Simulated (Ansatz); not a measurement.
ZnTe: response to strain

Consider ZnTe in the zinc blende structure (space group F-43m, No. 216).

```xyz
2
Lattice="0.0000 3.0895 3.0895 3.0895 0.0000 3.0895 3.0895 3.0895 0.0000" Properties=species:S:1:pos:R:3 pbc="T T T"
Te     4.6343     4.6343     4.6343
Zn     0.0000     0.0000     0.0000
```

Cartesian axes are those of the cell as printed.

Strains are applied to the cell and any free atomic positions relax; under biaxial strain the out-of-plane vector relaxes too; under stress the whole cell relaxes.

Calculations: PBE in Ansatz (plane waves to 420 eV, PAW, spin-orbit coupling left out).

Notes on the quantities. pressure: mean of the normal stresses, compression positive; energy relative to the base: free energy F.

| case | pressure | shortest interatomic distance | band gap | energy relative to the base |
|---|---|---|---|---|
| base | 0.00 GPa | 2.676 Å | 1.08 eV | 0 meV/atom |
| biaxial strain +2.56 %, plane normal [001], relaxed out of plane | -0.96 GPa | 2.698 Å | 0.85 eV | +6.9 meV/atom |
| biaxial strain −4.07 %, plane normal [110], relaxed out of plane | 2.48 GPa | 2.614 Å | 1.06 eV | +27 meV/atom |
| biaxial strain −4.32 %, plane normal [111], relaxed out of plane | 3.11 GPa | 2.613 Å | 1.08 eV | +35 meV/atom |
| isotropic strain +0.30 % | -0.38 GPa | 2.684 Å | 1.03 eV | +0.3 meV/atom |
| isotropic strain +1.36 % | -1.59 GPa | 2.712 Å | 0.90 eV | +6.3 meV/atom |
| tensor shear ε_yz = +3.32 % | 0.07 GPa | 2.654 Å | 0.84 eV | +12 meV/atom |
| tensor shear ε_yz = −3.68 % | 0.09 GPa | 2.652 Å | 0.81 eV | +15 meV/atom |
| uniaxial stress, 3 GPa compression along x | – | 2.662 Å | 0.88 eV | +30 meV/atom |
| tensor shear ε_xy = −3.02 % | 0.06 GPa | 2.656 Å | 0.86 eV | +10 meV/atom |

With Te present, leaving out spin-orbit coupling can change the band edges. Stability under load was not tested beyond the relaxation.

Ansatz is a program for electronic structure.
